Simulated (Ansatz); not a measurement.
# CdIn2S4 (Cadmoindite): the cost of one run

Computed with Ansatz 0.2.0, driven from Python. Level of theory: DFT PBE, plane waves, PAW.

### Step 1. Starting point

The structure is cubic, space group Fd-3m (No. 227). Conventional cell: a = 10.797 Å, b = 10.797 Å, c = 10.797 Å, α = 90.00°, β = 90.00°, γ = 90.00°. Around Cd (site symmetry -43m) lie 4 S at 2.54 Å. In (site symmetry -3m) is surrounded by 6 S at 2.59 Å. S (site symmetry 3m) has 1 Cd at 2.54 Å and 3 In at 2.59 Å as nearest neighbours.

The script holds or builds the structure itself.

### Step 2. The code

File cdin2s4_pdos.py:

```python
# -*- coding: utf-8 -*-
"""Which atoms and shells make the states of CdIn2S4."""

import warnings

import ansatz as az
import numpy as np

warnings.simplefilter("ignore", az.DeckWarning)

vectors = np.array([
    [0.0, 5.3985, 5.3985],
    [5.3985, 0.0, 5.3985],
    [5.3985, 5.3985, 0.0],
])
system = (
    az.Lattice.of(vectors)
    .atom("Cd", (0.0, 0.0, 0.0))
    .atom("Cd", (0.25, 0.25, 0.25))
    .atom("In", (0.625, 0.625, 0.625))
    .atom("In", (0.125, 0.625, 0.625))
    .atom("In", (0.625, 0.625, 0.125))
    .atom("In", (0.625, 0.125, 0.625))
    .atom("S", (0.386, 0.386, 0.386))
    .atom("S", (0.408, 0.864, 0.864))
    .atom("S", (0.386, 0.386, 0.842))
    .atom("S", (0.864, 0.408, 0.864))
    .atom("S", (0.842, 0.386, 0.386))
    .atom("S", (0.864, 0.864, 0.864))
    .atom("S", (0.386, 0.842, 0.386))
    .atom("S", (0.864, 0.864, 0.408))
)

calc = (
    system.calculation()
    .functional("pbe")
    .basis(420)
    .kpoints(mesh=(4, 4, 4), center="gamma")
    .occupations("fixed")
    .scf(extra_bands=34)
    .density_of_states(projected=True, energy_step=0.05)
)
def show(event):
    row = event["data"]
    if event["event"] == "scf_iter" and row.get("harris_foulkes_ev") is not None:
        print(f"  iteration {row['iter']:3d}  Harris-Foulkes {row['harris_foulkes_ev']:.5f} eV  residual {row['dr2_ev']:.2e}")


out = calc.session().plan().execute(on_event=show)
report = out.report

dos = out.density_of_states()
energy = np.asarray(dos.energies_ev) - dos.fermi_ev
curves = {}
for site in out.projected_density_of_states().sites:
    for shell in site.shells:
        weight = sum(np.sum(curve.g_bin_mean_per_ev, axis=0) for curve in shell.curves)
        name = f"{site.species} {shell.label}"
        curves[name] = curves.get(name, 0) + weight

step = energy[1] - energy[0]
windows = [(-8, -4), (-4, 0), (0, 6)]
print("states by shell in windows of E - E_F (eV):", windows)
for name, g in curves.items():
    print(f"{name:8s}", " ".join(f"{step * g[(energy >= a) & (energy < b)].sum():8.3f}" for a, b in windows))
filled = (energy < 0) & (energy > -8)
for name, g in curves.items():
    if g[filled].sum() * step > 0.5:
        print(f"centre of {name}: {np.average(energy[filled], weights=g[filled]):.2f} eV")
```

### Step 3. The calls as engine input

The package turns the script's settings into the engine's input:

```yaml
crystal:
  lattice:
    - [0.0, 5.3985, 5.3985]
    - [5.3985, 0.0, 5.3985]
    - [5.3985, 5.3985, 0.0]
  atoms:
    - { symbol: Cd, position: [0.0, 0.0, 0.0] }
    - { symbol: Cd, position: [0.25, 0.25, 0.25] }
    - { symbol: In, position: [0.625, 0.625, 0.625] }
    - { symbol: In, position: [0.125, 0.625, 0.625] }
    - { symbol: In, position: [0.625, 0.625, 0.125] }
    - { symbol: In, position: [0.625, 0.125, 0.625] }
    - { symbol: S, position: [0.386, 0.386, 0.386] }
    - { symbol: S, position: [0.408, 0.864, 0.864] }
    - { symbol: S, position: [0.386, 0.386, 0.842] }
    - { symbol: S, position: [0.864, 0.408, 0.864] }
    - { symbol: S, position: [0.842, 0.386, 0.386] }
    - { symbol: S, position: [0.864, 0.864, 0.864] }
    - { symbol: S, position: [0.386, 0.842, 0.386] }
    - { symbol: S, position: [0.864, 0.864, 0.408] }
basis:
  ecutwfc: 420.0
kpoints:
  mp_grid:
    grid: [4, 4, 4]
    shift: [0.0, 0.0, 0.0]
hamiltonian:
  xc: pbe
scf:
  n_extra_bands: 34
  occupations:
    method: fixed
output:
  dos:
    de: 0.05
    projected: true
```

### Step 4. Launch

Command:

```
$ python cdin2s4_pdos.py
```

Q: Estimate wall time and peak memory on 1 thread of Arm Neoverse V2, shared host.

About 18 s, with a peak of 0.71 GiB.
